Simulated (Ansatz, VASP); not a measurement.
**Two plane-wave programs on Cu**

The input INCAR:

```
SYSTEM = Cu
  ALGO = Normal
  EDIFF = 1E-6
  ENCUT = 520
  GGA = PS
  ISIF = 2
  ISMEAR = 1
  LASPH = .TRUE.
  LCHARG = .FALSE.
  LREAL = .FALSE.
  LWAVE = .FALSE.
  NBANDS = 30
  NELM = 60
  PREC = Accurate
  SIGMA = 0.1
```

File KPOINTS:

```
k-points
0
G
  11 11 3
  0 0 0
```

POSCAR

```
Cu
1.0
    2.5307640000      0.0000000000      0.0000000000
   -1.2653820000      2.1917059150      0.0000000000
    0.0000000000      0.0000000000      8.2618150000
Cu
4
Direct
    0.0000000000      0.0000000000      0.0000000000
    0.3333330000      0.6666670000      0.2500000000
    0.0000000000      0.0000000000      0.5000000000
    0.6666670000      0.3333330000      0.7500000000
```

Input for Ansatz:

```yaml
crystal:
  lattice:
    - [2.530764, 0.0, 0.0]
    - [-1.2653819999999993, 2.191705914983121, 0.0]
    - [0.0, 0.0, 8.261815]
  atoms:
    - { symbol: Cu, position: [0.0, 0.0, 0.0] }
    - { symbol: Cu, position: [0.33333299999999993, 0.6666669999999999, 0.25] }
    - { symbol: Cu, position: [0.0, 0.0, 0.5] }
    - { symbol: Cu, position: [0.666667, 0.333333, 0.7500000000000001] }
kpoints:
  mp_grid:
    grid: [11, 11, 3]
hamiltonian:
  xc: pbesol
  pseudopotentials:
    kind: paw
scf:
  occupations:
    method: cold
    width: 0.1
output:
  forces: true
  stress: true
  eigenvalues: true
```

This isn't the form of Cu at room conditions, which is fcc.

Alike in both runs: task single point; functional PBEsol; k mesh 11 × 11 × 3; no spin polarisation.

|  | VASP | Ansatz |
| --- | --- | --- |
| version | VASP 6.6.1 | Ansatz 0.2.0 |
| potentials or method | VASP PAW PBE potentials, release 64 (Cu) | plane waves, PAW |
| plane-wave cutoff (eV) | 520 | 420 |
| occupations | methfessel-paxton of order 1, width 0.1 eV | cold, width 0.1 eV |
| valence electrons in the cell | 44 | 76 |

```tsv
	VASP	Ansatz	Ansatz less VASP
gap on the k mesh at the Fermi level (eV)	none	none	-
pressure (GPa)	-1.5	-2.3	-0.87
largest component of the traceless stress (GPa)	1.09	1.21	+0.123
```

A gap of «none» marks a metal or a gap that the smearing closes. The two sets of potentials don't hold the same shells in valence. Ansatz warned: «structure_snapped_to_symmetry».

Caveats: the PAW data sets were made with another functional, which shifts forces and pressure a little (VASP).
